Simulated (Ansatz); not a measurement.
A run of Ansatz 0.2.0 is set up as follows.

File input.yaml:

```yaml
crystal:
  lattice:
    - [1.6022198417, 0.9250420569, 2.5664708903]
    - [-1.6022198417, 0.9250420569, 2.5664708903]
    - [0.0, -1.8500841138, 2.5664708903]
  atoms:
    - { symbol: Co, position: [0.99897832, 0.99897832, 0.99897832], spin: 2.0 }
    - { symbol: O, position: [0.75102103, 0.75102103, 0.75102103] }
hamiltonian:
  xc: pbesol
  pseudopotentials: { kind: paw }
  hubbard: { sites: [{ species: Co, l: d, u_eff: 2.0 }] }
magnetization:
  spin_polarized: true
kpoints:
  mp_grid: { grid: [10, 10, 10] }
scf:
  occupations: { method: fermi_dirac, width: 0.05 }
  n_extra_bands: 6
output:
  forces: true
  stress: true
  eigenvalues: true
  dos: { projected: true, de: 0.05, nscf_kmesh: { grid: [15, 15, 15] } }
  write_density: true
  write_potential: true
  elf: true
  volumetric_format: npy
```

Potentials or basis: Ansatz PAW.

Command:

```bash
$ ansatz run input.yaml --threads 2 --pin off --max-ram 5632MiB --backend cpu --events-out ev --progress --plain --runs-dir out
```

(1) What does it give for the band gap on the k mesh?

(2) What does it give for the largest force?

(3) Estimate the density of states at the Fermi level.

Answers

(1) none (metal or under the smearing width).

(2) 0.364 eV/Å.

(3) 0.13 states/eV per cell.

Caveat: the magnetic or orbital state may not be the lowest; a cell with one magnetic atom can't hold antiferromagnetic order, which such compounds often take; the PAW data sets come from PBE, with cores solved anew for the run's functional, which leaves a small shift of forces and pressure.
